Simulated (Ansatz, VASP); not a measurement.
**Moving spin-orbit coupling in Sn**

The cell as given:

Symmetry: Im-3m, No. 229, cubic system. The conventional cell has a = 3.789 Å, b = 3.789 Å, c = 3.789 Å, α = 90.00°, β = 90.00°, γ = 90.00°. Around Sn (site symmetry m-3m) lie 8 Sn at 3.28 Å.

This isn't the form of Sn at room conditions, which is tetragonal (white tin).

Kept alike: task relaxation of cell and atoms; functional LDA; k mesh 7 × 7 × 7; occupations fermi-dirac, width 0.05 eV. Program: Ansatz, Ansatz PAW, cutoff 420 eV. The mesh is that of the run's cell of 1 atom.

| spin-orbit coupling | volume (Å³/atom) |
| --- | --- |
| off | 25.654 |
| on | 25.637 |

The relaxations keep at least the cell's symmetry (Im-3m). For a metal such a mesh leaves the last digits unconverged. Relaxations stop with a little pressure left, so the last digits of a volume or edge aren't settled. All rows use potentials made for PBE.

**Question.** What does spin-orbit coupling change here?

**Answer.** The volume runs from 25.637 (on) to 25.654 Å³/atom (off). A twin series (VASP, LDA PAW files Sn_d, 600 eV) moves it by +0.0288 between off and on, against -0.0173 Å³/atom here.
